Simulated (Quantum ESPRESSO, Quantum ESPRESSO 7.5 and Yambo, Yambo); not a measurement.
## Quasiparticle gap of BN (Qingsongite) in Yambo

How does a plane-wave GW calculation on BN (Qingsongite) run from the first input to the gap?

Main program and level: Quantum ESPRESSO 7.5 and Yambo 5.3.0; PBE and many-body steps on it, plane waves.

### Step 1. Starting point

The structure is cubic, space group F-43m (No. 216). The conventional cell has a = 3.615 Å, b = 3.615 Å, c = 3.615 Å, α = 90.00°, β = 90.00°, γ = 90.00°. Nearest to B lie 4 N at 1.57 Å. Nearest to N lie 4 B at 1.57 Å. Farther neighbours and most contacts between anions are not listed.

The cell and positions come from the Crystallography Open Database and are kept as given unless a step says otherwise.

### Step 2. Ground state

This step: Quantum ESPRESSO 7.5; DFT, PBE, plane waves, norm-conserving pseudopotentials.

The ground-state density comes first.

The input, pw.in:

```
&control
  calculation = 'scf'
  prefix = 'x'
  outdir = 'o'
  pseudo_dir = 'pseudo'
/
&system
  ibrav = 0
  nat = 2
  ntyp = 2
  ecutwfc = 72.0
  nbnd = 9
  force_symmorphic = .true.
/
&electrons
  conv_thr = 1e-10
  electron_maxstep = 80
  mixing_beta = 0.5
/
ATOMIC_SPECIES
  B 10.81 B.upf
  N 14.007 N.upf
CELL_PARAMETERS angstrom
  -0.0000000000 1.8075000000 1.8075000000
  1.8075000000 0.0000000000 1.8075000000
  1.8075000000 1.8075000000 -0.0000000000
ATOMIC_POSITIONS crystal
  B 0.0000000000 0.0000000000 0.0000000000
  N 0.2500000000 0.2500000000 0.2500000000
K_POINTS automatic
  10 10 10 0 0 0
```

The run is started by

```
$ OMP_NUM_THREADS=1 mpirun -n 4 pw.x -nk 4 -in pw.in > pw.out
```

Log:

```text
Program PWSCF v.7.5 starts

     This program is part of the open-source Quantum ESPRESSO suite
     for quantum simulation of materials; please cite
         "P. Giannozzi et al., J. Phys.:Condens. Matter 21 395502 (2009);
         "P. Giannozzi et al., J. Phys.:Condens. Matter 29 465901 (2017);
         "P. Giannozzi et al., J. Chem. Phys. 152 154105 (2020);
     in publications or presentations arising from this work. More details at
     Message from routine setup:
     using ibrav=0 with symmetry is DISCOURAGED, use correct ibrav instead

     G-vector sticks info

     bravais-lattice index     =            0
     lattice parameter (alat)  =       4.8305  a.u.
     unit-cell volume          =      79.7006 (a.u.)^3
     number of atoms/cell      =            2
     number of atomic types    =            2
     number of electrons       =         8.00
     number of Kohn-Sham states=            9
     kinetic-energy cutoff     =      72.0000  Ry
     charge density cutoff     =     288.0000  Ry
     scf convergence threshold =      1.0E-10
     mixing beta               =       0.5000
     number of iterations used =            8  plain     mixing
     Exchange-correlation= PBE
                           (   1   4   3   4   0   0   0)

     celldm(1)=   4.830501  celldm(2)=   0.000000  celldm(3)=   0.000000
     celldm(4)=   0.000000  celldm(5)=   0.000000  celldm(6)=   0.000000

     crystal axes: (cart. coord. in units of alat)
               a(1) = (  -0.000000   0.707107   0.707107 )
               a(2) = (   0.707107   0.000000   0.707107 )
               a(3) = (   0.707107   0.707107  -0.000000 )

     reciprocal axes: (cart. coord. in units 2 pi/alat)
               b(1) = ( -0.707107  0.707107  0.707107 )
               b(2) = (  0.707107 -0.707107  0.707107 )
               b(3) = (  0.707107  0.707107 -0.707107 )
     Pseudo is Norm-conserving + core correction, Zval =  3.0
     Generated using ONCVPSP code by D. R. Hamann
     Using radial grid of 1534 points,  4 beta functions with:
     Pseudo is Norm-conserving + core correction, Zval =  5.0
     Generated using ONCVPSP code by D. R. Hamann
     Using radial grid of 1058 points,  4 beta functions with:
     B                 3.00    10.81000     B ( 1.00)
     N                 5.00    14.00700     N ( 1.00)

     24 Sym. Ops. (no inversion) found

   Cartesian axes

     site n.     atom                  positions (alat units)
         1        B      tau(   1) = (   0.0000000   0.0000000   0.0000000  )
         2        N      tau(   2) = (   0.3535534   0.3535534   0.3535534  )

     number of k points=    47
                       cart. coord. in units 2pi/alat
        k(    1) = (   0.0000000   0.0000000   0.0000000), wk =   0.0020000
        k(    2) = (   0.0707107   0.0707107  -0.0707107), wk =   0.0160000
        k(    3) = (   0.1414214   0.1414214  -0.1414214), wk =   0.0160000
        k(    4) = (   0.2121320   0.2121320  -0.2121320), wk =   0.0160000
        k(    5) = (   0.2828427   0.2828427  -0.2828427), wk =   0.0160000
        k(    6) = (  -0.3535534  -0.3535534   0.3535534), wk =   0.0080000
        k(    7) = (   0.1414214  -0.0000000   0.0000000), wk =   0.0120000
        k(    8) = (   0.2121320   0.0707107  -0.0707107), wk =   0.0480000
        k(    9) = (   0.2828427   0.1414214  -0.1414214), wk =   0.0480000
        k(   10) = (   0.3535534   0.2121320  -0.2121320), wk =   0.0480000
     [... 35 further rows ...]
        k(   46) = (  -0.0707107  -0.3535534   0.6363961), wk =   0.0480000
        k(   47) = (  -0.7071068   0.2828427   0.0000000), wk =   0.0240000

     Dense  grid:     6615 G-vectors     FFT dimensions: (  27,  27,  27)

     Initial potential from superposition of free atoms

     starting charge       7.9997, renormalised to       8.0000
     Starting wfcs are    8 randomized atomic wfcs +    1 random wfcs

     per-process dynamical memory:     9.4 Mb

     Self-consistent Calculation

     iteration #  1     ecut=    72.00 Ry     beta= 0.50

     total energy              =     -26.76617838 Ry
     estimated scf accuracy    <       0.21319777 Ry

     iteration #  2     ecut=    72.00 Ry     beta= 0.50

     total energy              =     -26.80345313 Ry
     estimated scf accuracy    <       0.02067927 Ry

     iteration #  3     ecut=    72.00 Ry     beta= 0.50

     total energy              =     -26.80510279 Ry
     estimated scf accuracy    <       0.00335413 Ry

     iteration #  4     ecut=    72.00 Ry     beta= 0.50

     total energy              =     -26.80524845 Ry
     estimated scf accuracy    <       0.00004919 Ry

     iteration #  5     ecut=    72.00 Ry     beta= 0.50

     total energy              =     -26.80525910 Ry
     estimated scf accuracy    <       0.00000712 Ry

     iteration #  6     ecut=    72.00 Ry     beta= 0.50

     total energy              =     -26.80526036 Ry
     estimated scf accuracy    <       0.00000002 Ry

     iteration #  7     ecut=    72.00 Ry     beta= 0.50

     total energy              =     -26.80526038 Ry
     estimated scf accuracy    <       0.00000002 Ry

     iteration #  8     ecut=    72.00 Ry     beta= 0.50

     total energy              =     -26.80526038 Ry
     estimated scf accuracy    <          2.6E-10 Ry

     iteration #  9     ecut=    72.00 Ry     beta= 0.50

     End of self-consistent calculation

          k = 0.0000 0.0000 0.0000 (   869 PWs)   bands (ev):

    -9.0548  11.1555  11.1555  11.1555  20.0337  20.0337  20.0337  21.5215
    35.9011

          k = 0.0707 0.0707-0.0707 (   845 PWs)   bands (ev):

    -8.8117   9.8911  10.9021  10.9021  20.3025  20.4162  20.4162  22.3128
    35.6286

          k = 0.1414 0.1414-0.1414 (   827 PWs)   bands (ev):

    -8.0960   7.1806  10.3308  10.3308  20.6759  21.2102  21.2102  23.9653
    34.9452

          k = 0.2121 0.2121-0.2121 (   827 PWs)   bands (ev):

     [... further k-points ...]

     highest occupied, lowest unoccupied level (ev):    11.1555   15.6904

!    total energy              =     -26.80526038 Ry
     estimated scf accuracy    <          4.0E-11 Ry

     The total energy is the sum of the following terms:
     one-electron contribution =       4.69584400 Ry
     hartree contribution      =       3.58366423 Ry
     xc contribution           =      -8.74398271 Ry
     ewald contribution        =     -26.34078590 Ry

     convergence has been achieved in   9 iterations

     XML data file, charge density, pseudopotentials, collected wavefunctions

=------------------------------------------------------------------------------=
   JOB DONE.
=------------------------------------------------------------------------------=
```

Run time: 2.3 s. Hardware: 4 MPI ranks of Arm Neoverse V1, shared host; peak memory 0.17 GiB; 9.1 s of CPU time.

Numbers from this step:

```yaml
total_energy: -364.7041 eV
gap: 4.535 eV
k_of_the_valence_top: 0, 0, 0
k_of_the_conduction_bottom: 0, -0.5, -0.5
least_direct_gap: 8.878 eV
```

The gap is indirect, with the least direct gap 4.34 eV higher.

### Step 3. Bands along the symmetry lines

Levels along a band path, at the cheap level, show where the edges lie and whether the meshes to come will hold them.

The input, pw.in:

```
&control
  calculation = 'bands'
  prefix = 'x'
  outdir = 'o'
  pseudo_dir = 'pseudo'
/
&system
  ibrav = 0
  nat = 2
  ntyp = 2
  ecutwfc = 72.0
  nbnd = 10
  force_symmorphic = .true.
/
&electrons
  conv_thr = 1e-9
  electron_maxstep = 80
  diago_full_acc = .true.
  diago_thr_init = 5e-6
/
ATOMIC_SPECIES
  B 10.81 B.upf
  N 14.007 N.upf
CELL_PARAMETERS angstrom
  -0.0000000000 1.8075000000 1.8075000000
  1.8075000000 0.0000000000 1.8075000000
  1.8075000000 1.8075000000 -0.0000000000
ATOMIC_POSITIONS crystal
  B 0.0000000000 0.0000000000 0.0000000000
  N 0.2500000000 0.2500000000 0.2500000000
K_POINTS crystal
  50
  0.00000000 0.00000000 0.00000000 1
  -0.06250000 -0.06250000 0.00000000 1
  -0.12500000 -0.12500000 0.00000000 1
  -0.18750000 -0.18750000 0.00000000 1
  -0.25000000 -0.25000000 0.00000000 1
  -0.31250000 -0.31250000 0.00000000 1
  -0.37500000 -0.37500000 0.00000000 1
  -0.43750000 -0.43750000 0.00000000 1
  -0.50000000 -0.50000000 0.00000000 1
  -0.48437500 -0.48437500 0.03125000 1
  -0.46875000 -0.46875000 0.06250000 1
  -0.45312500 -0.45312500 0.09375000 1
  -0.43750000 -0.43750000 0.12500000 1
  -0.42187500 -0.42187500 0.15625000 1
  -0.40625000 -0.40625000 0.18750000 1
  -0.39062500 -0.39062500 0.21875000 1
  -0.37500000 -0.37500000 0.25000000 1
  -0.37500000 0.00000000 0.37500000 1
  -0.32812500 0.00000000 0.32812500 1
  -0.28125000 0.00000000 0.28125000 1
  -0.23437500 0.00000000 0.23437500 1
  -0.18750000 0.00000000 0.18750000 1
  -0.14062500 0.00000000 0.14062500 1
  -0.09375000 0.00000000 0.09375000 1
  -0.04687500 0.00000000 0.04687500 1
  0.00000000 0.00000000 0.00000000 1
  0.00000000 0.00000000 0.06250000 1
  0.00000000 0.00000000 0.12500000 1
  0.00000000 0.00000000 0.18750000 1
  0.00000000 0.00000000 0.25000000 1
  0.00000000 0.00000000 0.31250000 1
  0.00000000 0.00000000 0.37500000 1
  0.00000000 0.00000000 0.43750000 1
  -0.00000000 -0.00000000 0.50000000 1
  -0.06250000 -0.03125000 0.46875000 1
  -0.12500000 -0.06250000 0.43750000 1
  -0.18750000 -0.09375000 0.40625000 1
  -0.25000000 -0.12500000 0.37500000 1
  -0.31250000 -0.15625000 0.34375000 1
  -0.37500000 -0.18750000 0.31250000 1
  -0.43750000 -0.21875000 0.28125000 1
  -0.50000000 -0.25000000 0.25000000 1
  -0.50000000 -0.28125000 0.21875000 1
  -0.50000000 -0.31250000 0.18750000 1
  -0.50000000 -0.34375000 0.15625000 1
  -0.50000000 -0.37500000 0.12500000 1
  -0.50000000 -0.40625000 0.09375000 1
  -0.50000000 -0.43750000 0.06250000 1
  -0.50000000 -0.46875000 0.03125000 1
  -0.50000000 -0.50000000 0.00000000 1
```

Log:

```text
[banner, memory and clock lines left out]
Program PWSCF v.7.5 starts

     Atomic positions and unit cell read from directory:
     o/x.save/

     Message from routine setup:
     using ibrav=0 with symmetry is DISCOURAGED, use correct ibrav instead

     G-vector sticks info

     bravais-lattice index     =            0
     lattice parameter (alat)  =       4.8305  a.u.
     unit-cell volume          =      79.7006 (a.u.)^3
     number of atoms/cell      =            2
     number of atomic types    =            2
     number of electrons       =         8.00
     number of Kohn-Sham states=           10
     kinetic-energy cutoff     =      72.0000  Ry
     charge density cutoff     =     288.0000  Ry
     Exchange-correlation= PBE
                           (   1   4   3   4   0   0   0)

     celldm(1)=   4.830501  celldm(2)=   0.000000  celldm(3)=   0.000000
     celldm(4)=   0.000000  celldm(5)=   0.000000  celldm(6)=   0.000000

     crystal axes: (cart. coord. in units of alat)
               a(1) = (  -0.000000   0.707107   0.707107 )
               a(2) = (   0.707107   0.000000   0.707107 )
               a(3) = (   0.707107   0.707107  -0.000000 )

     reciprocal axes: (cart. coord. in units 2 pi/alat)
               b(1) = ( -0.707107  0.707107  0.707107 )
               b(2) = (  0.707107 -0.707107  0.707107 )
               b(3) = (  0.707107  0.707107 -0.707107 )
     Pseudo is Norm-conserving + core correction, Zval =  3.0
     Generated using ONCVPSP code by D. R. Hamann
     Using radial grid of 1534 points,  4 beta functions with:
     Pseudo is Norm-conserving + core correction, Zval =  5.0
     Generated using ONCVPSP code by D. R. Hamann
     Using radial grid of 1058 points,  4 beta functions with:
     B                 3.00    10.81000     B ( 1.00)
     N                 5.00    14.00700     N ( 1.00)

     24 Sym. Ops. (no inversion) found

   Cartesian axes

     site n.     atom                  positions (alat units)
         1        B      tau(   1) = (   0.0000000   0.0000000   0.0000000  )
         2        N      tau(   2) = (   0.3535534   0.3535534   0.3535534  )

     number of k points=    50
                       cart. coord. in units 2pi/alat
        k(    1) = (   0.0000000   0.0000000   0.0000000), wk =   0.0400000
        k(    2) = (   0.0000000   0.0000000  -0.0883883), wk =   0.0400000
        k(    3) = (   0.0000000   0.0000000  -0.1767767), wk =   0.0400000
[...]
[... 38 further rows ...]
        k(   49) = (   0.0441942  -0.0000000  -0.7071068), wk =   0.0400000
        k(   50) = (   0.0000000   0.0000000  -0.7071068), wk =   0.0400000

     Dense  grid:     6615 G-vectors     FFT dimensions: (  27,  27,  27)

     The potential is recalculated from file :
     o/x.save/charge-density

     Starting wfcs are    8 randomized atomic wfcs +    2 random wfcs

     Band Structure Calculation

     End of band structure calculation

          k = 0.0000 0.0000 0.0000 (   869 PWs)   bands (ev):

    -9.0548  11.1555  11.1555  11.1555  20.0337  20.0337  20.0337  21.5215
    35.9011  39.2726

          k = 0.0000 0.0000-0.0884 (   857 PWs)   bands (ev):

    -8.9278  10.8155  10.8352  10.8352  19.8241  20.4590  20.4590  21.9020
    35.1423  36.7893

          k = 0.0000 0.0000-0.1768 (   841 PWs)   bands (ev):

    -8.5501   9.9089  10.0461  10.0461  19.3628  21.5586  21.5586  22.6749
    32.1816  37.0834

          k = 0.0000-0.0000-0.2652 (   829 PWs)   bands (ev):

[...]
k = 0.0000 0.0000-0.3536 (   833 PWs)   bands (ev):

[...]
k =-0.0000 0.0000-0.4419 (   829 PWs)   bands (ev):

[...]
k = 0.0000-0.0000-0.5303 (   817 PWs)   bands (ev):

[...]
k = 0.0000-0.0000-0.6187 (   810 PWs)   bands (ev):

[...]
k = 0.0000 0.0000 0.0000 (   869 PWs)   bands (ev):

[...]
k = 0.2652 0.0000-0.7071 (   812 PWs)   bands (ev):

[...]
k = 0.0884-0.0000-0.7071 (   814 PWs)   bands (ev):

[...]
k = 0.0442-0.0000-0.7071 (   806 PWs)   bands (ev):

    -3.4542   2.2754   6.1761   6.1910  15.8382  20.6095  28.9582  29.0458
    31.8558  38.3072

          k = 0.0000 0.0000-0.7071 (   806 PWs)   bands (ev):

    -3.4651   2.2487   6.2483   6.2483  15.6904  20.4971  29.0656  29.0656
    31.9168  38.3936

     XML data file, pseudopotentials, collected wavefunctions
```

Run time: 1.4 s. Hardware: 4 MPI ranks; peak memory 0.05 GiB; 5.3 s of CPU time.

This step gave:

```
gap                        : 4.535 eV
k of the valence top       : 0, 0, 0
k of the conduction bottom : -0.5, -0.5, 0
least direct gap           : 8.878 eV
```

The gap is 4.535 eV, as in the run before at this level.

The electronic bands at the labelled points (eV, zero at the top of the highest filled band; v1 is the highest filled band, c1 the lowest empty one):

| point | v4 | v3 | v2 | v1 | c1 | c2 | c3 | c4 |
| --- | --- | --- | --- | --- | --- | --- | --- | --- |
| Γ | -20.21 | 0.00 | 0.00 | 0.00 | 8.88 | 8.88 | 8.88 | 10.37 |
| halfway | -18.25 | -3.97 | -3.01 | -3.01 | 6.86 | 11.62 | 13.48 | 13.48 |
| X | -14.62 | -8.91 | -4.91 | -4.91 | 4.53 | 9.34 | 17.91 | 17.91 |
| halfway | -14.55 | -8.69 | -5.96 | -4.69 | 5.49 | 10.28 | 17.32 | 17.54 |
| U | -14.54 | -8.12 | -7.66 | -4.08 | 6.98 | 12.95 | 15.84 | 16.68 |
| jump to K | -14.54 | -8.12 | -7.66 | -4.08 | 6.98 | 12.95 | 15.84 | 16.68 |
| halfway | -18.03 | -5.73 | -3.91 | -1.12 | 10.71 | 10.76 | 11.24 | 13.58 |
| Γ | -20.21 | 0.00 | 0.00 | 0.00 | 8.88 | 8.88 | 8.88 | 10.37 |
| halfway | -18.73 | -5.47 | -1.13 | -1.13 | 9.70 | 10.40 | 10.40 | 13.57 |
| L | -15.99 | -10.68 | -1.94 | -1.94 | 10.21 | 10.78 | 10.78 | 15.26 |
| halfway | -15.29 | -9.69 | -4.82 | -3.45 | 9.66 | 11.24 | 14.40 | 15.79 |
| W | -14.31 | -7.58 | -6.96 | -6.50 | 9.65 | 13.35 | 14.61 | 14.69 |
| halfway | -14.47 | -8.49 | -5.77 | -5.71 | 6.58 | 11.00 | 16.25 | 17.43 |
| X | -14.62 | -8.91 | -4.91 | -4.91 | 4.53 | 9.34 | 17.91 | 17.91 |

The electronic bands as a text plot (rows in eV, shown from -8.0 to 10.5 only):

```
   10.1 |+ ++     +    +      ++ ++++ ++   +++++++++++        ++
    9.4 | +        ++++     ++     +++  +++++         ++++++    +
    8.6 |++                           ++                    +
    7.8 |  +++             +
    7.1 |     ++          +
    6.3 |       ++       +                                   +
    5.5 |         +    ++                                     +
    4.7 |          ++++                                        ++
    4.0 |
    3.2 |
    2.4 |
    1.7 |
    0.9 |
    0.1 |*                         ******
   -0.7 | *                      **  *  ****
   -1.4 |  **                   *  **       ****
   -2.2 |    *                ** ****    **     *****
   -3.0 |     **            **                      **
   -3.8 |     ****        **    ***        *         **
   -4.5 |         ********                            **
   -5.3 |       **    *       **            *           *     ***
   -6.1 |              **   **  *                      * * ***
   -6.8 |         *           **                        ****
   -7.6 |                ***                 **          ***
         Γ           X  U|K            Γ         L        W     X
```

[end of part 1 of 3]

[Paths, hosts, dates, memory and timing lines, banners, echoed tables and standing remarks are left out of the program output.]

[Logs are printed without paths, hosts, clocks, repeated set-up lines and the standing remarks that a program may print on its own settings, such as how far it seeks lower states.]

[Runs of the session that timed out or met a known fault of the program may be left out.]

[Hosts, paths, dates, database ids (printed as entryN), source tags and the programs' standing remarks are cut or masked in the printed files.]
